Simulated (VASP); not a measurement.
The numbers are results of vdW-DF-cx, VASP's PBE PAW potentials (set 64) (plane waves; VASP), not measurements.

A VASP calculation is set up with these files.

**POSCAR**
```
CsI
1
    4.6121216749     0.0000000000     0.0000000000
    0.0000000000     4.6121216749     0.0000000000
    0.0000000000     0.0000000000     4.6121216749
Cs I
1 1
Direct
  0.0000000000   0.0000000000   0.0000000000
  0.5000000000   0.5000000000   0.5000000000
```

### KPOINTS
```
Automatic mesh
0
Gamma
6 6 6
0 0 0
```

**INCAR**
```
LUSE_VDW  =  T
EDIFF  =  1E-7
AGGAC  =  0.0
LMAXMIX  =  4   ! l cut-off of mixed one-centre charges
PREC  =  Accurate
LWAVE  =  F
SYSTEM  =  CsI
ISIF  =  2
LREAL  =  F   ! projection in real space or not
LASPH  =  T   ! aspherical one-centre terms
SIGMA  =  0.05
ENCUT  =  520   ! plane-wave cut-off (eV)
ALGO  =  Normal   ! blocked Davidson
GGA  =  CX
ISMEAR  =  0   ! Gaussian
NELM  =  100   ! most electronic steps
LCHARG  =  F
```

POTCAR, in this order: Cs_sv I (PBE.64 set). Program: vasp_std.

What VASP printed:

File OSZICAR:
```
       N       E                     dE             d eps       ncg     rms          rms(c)
DAV:   1     0.958175418774E+02    0.95818E+02   -0.60535E+03   480   0.108E+03
DAV:   2     0.638279977116E+01   -0.89435E+02   -0.84798E+02   716   0.164E+02
DAV:   3    -0.834860181265E+00   -0.72177E+01   -0.72020E+01   604   0.535E+01
DAV:   4    -0.932467251102E+00   -0.97607E-01   -0.97586E-01   572   0.782E+00
DAV:   5    -0.933670541289E+00   -0.12033E-02   -0.12032E-02   596   0.912E-01    0.138E+00
DAV:   6    -0.817799763250E+00    0.11587E+00   -0.16555E-01   532   0.191E+00    0.996E-01
DAV:   7    -0.799132576786E+00    0.18667E-01   -0.13694E-01   568   0.183E+00    0.520E-01
DAV:   8    -0.805728191319E+00   -0.65956E-02   -0.13339E-02   512   0.779E-01    0.738E-02
DAV:   9    -0.806611183046E+00   -0.88299E-03   -0.13199E-03   580   0.249E-01    0.684E-02
DAV:  10    -0.806796727267E+00   -0.18554E-03   -0.24281E-04   532   0.120E-01    0.138E-02
DAV:  11    -0.806802981984E+00   -0.62547E-05   -0.36237E-05   580   0.343E-02    0.456E-03
DAV:  12    -0.806806919743E+00   -0.39378E-05   -0.93725E-06   512   0.238E-02    0.239E-03
DAV:  13    -0.806807007543E+00   -0.87801E-07   -0.28730E-07   604   0.363E-03
   1 F= -.80680701E+00 E0= -.80680701E+00  d E =-.771906E-16
```

**OUTCAR**
```
------------------------ aborting loop because EDIFF is reached ----------------------------------------
  FORCE on cell =-STRESS in cart. coord.  units (eV):
  Direction    XX          YY          ZZ          XY          YZ          ZX
  --------------------------------------------------------------------------------------
  Total       -0.4008267     -0.4008267     -0.4008267      0.0000000      0.0000000      0.0000000
  in kB       -6.5458343     -6.5458343     -6.5458343      0.0000000      0.0000000      0.0000000
  external PRESSURE =      -6.5458343 kB  Pullay stress =       0.0000000 kB
  volume of cell :       98.11
      direct lattice vectors                 reciprocal lattice vectors
     4.612121675  0.000000000  0.000000000     0.216819952  0.000000000  0.000000000
     0.000000000  4.612121675  0.000000000     0.000000000  0.216819952  0.000000000
     0.000000000  0.000000000  4.612121675     0.000000000  0.000000000  0.216819952
 POSITION                                       TOTAL-FORCE (eV/Angst)
 -----------------------------------------------------------------------------------
      0.00000      0.00000      0.00000         0.000000      0.000000      0.000000
      2.30606      2.30606      2.30606         0.000000      0.000000      0.000000
 -----------------------------------------------------------------------------------
    total drift:                               -0.000000      0.000000      0.000000
  FREE ENERGIE OF THE ION-ELECTRON SYSTEM (eV)
  ---------------------------------------------------
  free  energy   TOTEN  =        -0.8068070075 eV

  energy  without entropy=       -0.8068070075  energy(sigma->0) =       -0.80680701
```
(Selected blocks of OUTCAR.)

**OUTCAR**
```
 val. band max:        0.5763797783   @ k =   0.5000   0.5000   0.0000

 cond. band min:       4.3812373272   @ k =   0.0000   0.0000   0.0000


 Fermi energy:         0.8468215102

 k-point     1 :       0.0000    0.0000    0.0000
  band No.  band energies     occupation
      1     -19.8649      2.00000
      2     -10.0542      2.00000
      3      -6.5554      2.00000
      4      -6.5554      2.00000
      5      -6.5554      2.00000
      6       0.4838      2.00000
      7       0.4838      2.00000
      8       0.4838      2.00000
      9       4.3812      0.00000
     10       4.8316      0.00000
     11       4.8316      0.00000
     12       8.2666      0.00000

 k-point     2 :       0.1667    0.0000    0.0000
  band No.  band energies     occupation
      1     -19.8597      2.00000
      2     -10.0550      2.00000
      3      -6.5927      2.00000
      4      -6.5415      2.00000
      5      -6.5415      2.00000
      6       0.0379      2.00000
      7       0.4509      2.00000
      8       0.4509      2.00000
      9       4.9462      0.00000
     10       4.9953      0.00000
     11       5.4084      0.00000
     12       8.1926      0.00000

 k-point     3 :       0.3333    0.0000    0.0000
  band No.  band energies     occupation
      1     -19.8490      2.00000
      2     -10.0585      2.00000
      3      -6.6574      2.00000
      4      -6.5133      2.00000
      5      -6.5133      2.00000
      6      -0.6371      2.00000
      7       0.3828      2.00000
      8       0.3828      2.00000
      9       5.4469      0.00000
     10       6.0927      0.00000
     11       6.6491      0.00000
     12       8.1157      0.00000

 k-point     4 :       0.5000    0.0000    0.0000
  band No.  band energies     occupation
      1     -19.8437      2.00000
      2     -10.0612      2.00000
      3      -6.6847      2.00000
      4      -6.4990      2.00000
      5      -6.4990      2.00000
      6      -0.9161      2.00000
...
```

Unless said otherwise, spin-orbit coupling is left out, though it shifts the bands of the heavy elements here.

The compound is CsI in the CsCl type structure. This cell is one point of a volume scan, at 1.06 of the reference volume.
